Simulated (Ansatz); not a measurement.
## Sb: band structure with HSE06

Sb:

```
Sb
1.0
    -1.57654    1.57654    2.71194
     1.57654   -1.57654    2.71194
     1.57654    1.57654   -2.71194
Sb
1
Cartesian
  0.0000 0.0000 0.0000
```

This isn't the form of Sb at room conditions, which is rhombohedral.

```
Program                             : Ansatz 0.2.0
Task                                : band structure
Functional                          : HSE06
Potentials or basis                 : Ansatz PAW
Cutoff                              : 420 eV (not typed: the program's choice for these potentials)
k mesh                              : 8 × 8 × 8
Occupations                         : fermi-dirac, width 0.05 eV
Spin                                : no spin polarisation
Path                                : [["G", "X", "Y", "S", "G", "Z", "S1", "N", "P", "Y1", "Z"], ["X", "P"]]
Points for each segment of the path : 4
```

```yaml
Pressure: -0.4 GPa
Band_gap_on_the_k_mesh: none (metal or under the smearing width)
```

Stress tensor (GPa, compression positive):
```
-1.09  0.00  0.00
 0.00 -1.09  0.00
 0.00  0.00  0.91
```

Levels at the corners of the path, in eV from the Fermi level:
```csv
point,band 4,band 5,band 6,band 7,band 8,band 9,band 10,band 11,band 12,band 13
Γ,-32.11,-32.05,-14.70,5.09,5.92,5.92,10.39,11.13,11.70,11.89
X,-32.06,-31.99,-7.49,-5.23,-1.41,0.57,3.60,4.54,16.44,16.60
Y,-32.07,-32.05,-8.22,-4.12,-2.74,-2.25,7.80,9.23,17.10,17.70
S,-32.07,-32.06,-9.53,-4.80,-4.66,3.99,7.82,15.70,16.12,16.14
Γ,-32.11,-32.05,-14.70,5.09,5.92,5.92,10.39,11.13,11.70,11.89
Z,-32.05,-32.04,-10.52,-6.67,2.25,2.25,6.22,6.49,22.17,22.29
S1,-32.07,-32.06,-9.53,-4.80,-4.66,3.99,7.82,15.70,16.12,16.14
N,-32.06,-32.04,-10.35,-6.82,1.84,5.84,6.49,10.96,11.23,11.88
P,-32.07,-31.99,-7.37,-3.82,-3.82,-0.84,7.42,9.26,9.26,10.64
Y1,-32.07,-32.05,-8.22,-4.12,-2.74,-2.25,7.80,9.23,17.10,17.70
Z,-32.05,-32.04,-10.52,-6.67,2.25,2.25,6.22,6.49,22.17,22.29
X,-32.06,-31.99,-7.49,-5.23,-1.41,0.57,3.60,4.54,16.44,16.60
P,-32.07,-31.99,-7.37,-3.82,-3.82,-0.84,7.42,9.26,9.26,10.64
```

Run time: 100 s on 1 × NVIDIA H100 80GB HBM3 with 2 threads of AMD EPYC 7R13 Processor (Zen 3), on a shared host, peak memory 2.5 GiB.

Caveat: spin-orbit coupling is left out, which moves the levels of the heavy elements; the PAW data sets come from PBE, with cores solved anew for the run's functional, which leaves a small shift of forces and pressure; the thresholds are loose for stress.
